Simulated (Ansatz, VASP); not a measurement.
# K2Br: VASP beside Ansatz

```xyz
3
Lattice="0.0000 4.0941 4.0941 4.0941 0.0000 4.0941 4.0941 4.0941 0.0000" Properties=species:S:1:pos:R:3 pbc="T T T"
K     2.0471    2.0471    2.0471
K     6.1412    6.1412    6.1412
Br    0.0000    0.0000    0.0000
```

Alike in both runs: functional r2SCAN; k mesh 4 × 4 × 4; occupations gaussian, width 0.1 eV; no spin polarisation.

Ansatz relaxed the structure, and its values are those at the end. VASP's run is a single point on that final structure, the one shown.

```csv
,VASP,Ansatz
version,VASP 6.6.1,Ansatz 0.2.0
potentials or method,"VASP PAW PBE potentials, release 64 (K_sv, Br)","scalar-relativistic, plane waves, PAW"
plane-wave cutoff (eV),520,500
valence electrons in the cell,25,25
```

```tsv
	VASP	Ansatz	Ansatz less VASP
gap on the k mesh at the Fermi level (eV)	none	none	-
pressure (GPa)	0.0	0.0	+0.01
```

A gap of «none» marks a metal or a gap that the smearing closes. With one functional, cell and mesh, what is left measures potentials, basis and numerics.

Caveats: the PAW data sets were made with another functional, which shifts forces and pressure a little (VASP); an odd number of electrons without spin polarisation forces a metal; a magnetic or distorted state may lie lower.
